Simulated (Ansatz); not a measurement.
Runs of Ansatz 0.2.0 on Co. The structure is trigonal, space group P-3m1 (No. 164). Conventional cell: a = 2.487 Å, b = 2.487 Å, c = 4.063 Å, α = 90.00°, β = 90.00°, γ = 120.00°. Co (site symmetry 3m) has 12 Co at 2.42 to 2.55 Å as nearest neighbours.

```tsv
cell	target pressure (GPa)	gap on the mesh (eV)	pressure (GPa)	moment (μB)
relaxed to 10 GPa	10	none	10.0	3.03
relaxed	0	none	0.0	3.13
relaxed to 20 GPa	20	none	20.0	2.99
relaxed to 30 GPa	30	none	30.0	2.97
relaxed to 2 GPa	2	none	2.0	(a)
relaxed to 5 GPa	5	none	5.0	(b)
```

Alike in all rows: task relaxation of cell and atoms; level PBEsol; potentials or basis Ansatz PAW; spin collinear, ferromagnetic start; k mesh 12 × 12 × 7; cutoff (eV) 420; smearing fermi-dirac 0.05 eV.

Task: Estimate the missing entries.

Result: (a) 3.11; (b) 3.07.

Caveats: the plane-wave basis is chosen anew once the cell has moved, so the energies of steps on either side of that aren't comparable; the PAW data sets come from PBE, with cores solved anew for the run's functional, which leaves a small shift of forces and pressure.

A gap of «none» marks a metal or a gap under the smearing width.
